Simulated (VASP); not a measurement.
# C: an input that fails (relaxed cell and band gap)

C, Fd-3m (no. 227), 2 atoms in the cell.

INCAR:
```
PREC     = Accurate       # precision mode
ENCUT    = 600            # plane-wave cutoff, eV
EDIFF    = 1E-7           # SCF threshold, eV
ISMEAR   = 0              # smearing method
SIGMA    = 0.02           # smearing width, eV
LREAL    = False          # projectors in reciprocal space
LASPH    = True           # aspherical terms in the spheres
GGA_COMPAT= False        
ALGO     = Normal         # electronic algorithm
NELM     = 80             # most SCF steps
ISIF     = 3              # what is computed and relaxed
LWAVE    = False          # write WAVECAR
LCHARG   = False          # write CHGCAR
GGA      = PBESOL         # functional
IBRION   = 2              # ionic algorithm
EDIFFG   = -0.005         # ionic threshold
NSW      = 20             # ionic steps
```

KPOINTS:
```
k-points
0
Gamma
  10 10 10
```

POSCAR:
```
C
1.0
    0.0000000000      1.7833700000      1.7833700000
    1.7833700000      0.0000000000      1.7833700000
    1.7833700000      1.7833700000      0.0000000000
C
2
Direct
    0.7500000000      0.7500000000      0.7500000000
    0.5000000000      0.5000000000      0.5000000000
```

Commands:
```
cat potpaw_PBE.64/C/POTCAR > POTCAR
mpirun -np 1 vasp_std > vasp.out
```

VASP stops with:
```
Error: One of the selected functionals does not exist. ---->  I REFUSE TO CONTINUE WITH THIS SICK JOB ... BYE!!! <----
```

Cause: full name in place of the two-letter word.
